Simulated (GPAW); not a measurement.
Crystal: TiAl.

```
Ti Al
1.0
     2.86726    0.00000    0.00000
    -1.43363    2.48312    0.00000
     0.00000    0.00000    4.67808
Ti Al
1 1
Direct
  0.00000 0.00000 0.00000
  0.33333 0.66667 0.50000
```

The cell comes from a database or a generator and needn't be the stable form of this composition.

- Program: GPAW 26.7.0
- Task: single point
- Functional: PBEsol
- Potentials or basis: PAW data sets generated in the run's folder for this functional
- Cutoff: 600 eV
- Basis: pw
- k mesh: 11 × 11 × 6
- Occupations: fermi-dirac, width 0.05 eV
- Spin: no spin polarisation

On this cell: pressure -3.0 GPa; largest force under 0.003 eV/Å; band gap on the k mesh none (metal or under the smearing width).

The same run follows on a disturbed copy (atoms moved at random, drawn with an rms of 0.05 Å):

```xyz
2
Lattice="2.8673 0.0000 0.0000 -1.4336 2.4831 0.0000 0.0000 0.0000 4.6781" Properties=species:S:1:pos:R:3 pbc="T T T"
Ti   -0.0349    0.0121    0.0529
Al    0.0481    1.6455    2.4154
```

**Question.** What does the disturbed cell give?

**Answer.** The energy (extrapolated to zero smearing) moves by +4.3 meV/atom; pressure -2.9 GPa; largest force 0.221 eV/Å; band gap on the k mesh none (metal or under the smearing width).

Forces in eV/Å, atoms in the order of the input:
```
Ti   0.152 -0.027  0.158
Al  -0.152  0.027 -0.158
```

Stress tensor (GPa, compression positive):
```
-2.75  1.29  0.07
 1.29 -1.99 -0.01
 0.07 -0.01 -3.85
```
